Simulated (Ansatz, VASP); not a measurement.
## TiS2 in VASP and in Ansatz

```
CELL_PARAMETERS angstrom
3.38910 0.00000 0.00000
-1.69455 2.93505 0.00000
0.00000 0.00000 5.65678
ATOMIC_POSITIONS crystal
Ti 0.00000 0.00000 0.00000
S 0.66667 0.33333 0.75000
S 0.33333 0.66667 0.25000
```

Change from the starting cell: volume scaled by 0.98.

Alike in both runs: task single point; functional PBEsol; k mesh 9 × 9 × 5; occupations fermi-dirac, width 0.05 eV; no spin polarisation.

```csv
,VASP,Ansatz
version,VASP 6.6.1,Ansatz 0.2.0
potentials or method,"VASP PAW PBE potentials, release 64 (Ti_sv, S)",Ansatz PAW
plane-wave cutoff (eV),520,420
valence electrons in the cell,24,24
```

VASP gave:

- gap on the k mesh at the Fermi level (eV): none
- pressure (GPa): -1.7
- largest component of the traceless stress (GPa): 1.13
- rms of the force components (eV/Å): 0.017

Estimate Ansatz's values.

gap on the k mesh at the Fermi level (eV): none; pressure (GPa): -1.7; largest component of the traceless stress (GPa): 1.07; rms of the force components (eV/Å): 0.022.

Atom by atom the forces differ by 0.006 eV/Å (rms over components). A gap of «none» marks a metal or a gap that the smearing closes. With one functional, cell and mesh, what is left measures potentials, basis and numerics.

Caveats: the PAW data sets were made with another functional, which shifts forces and pressure a little (VASP); the PAW data sets come from PBE, with cores solved anew for the run's functional, which leaves a small shift of forces and pressure (Ansatz).
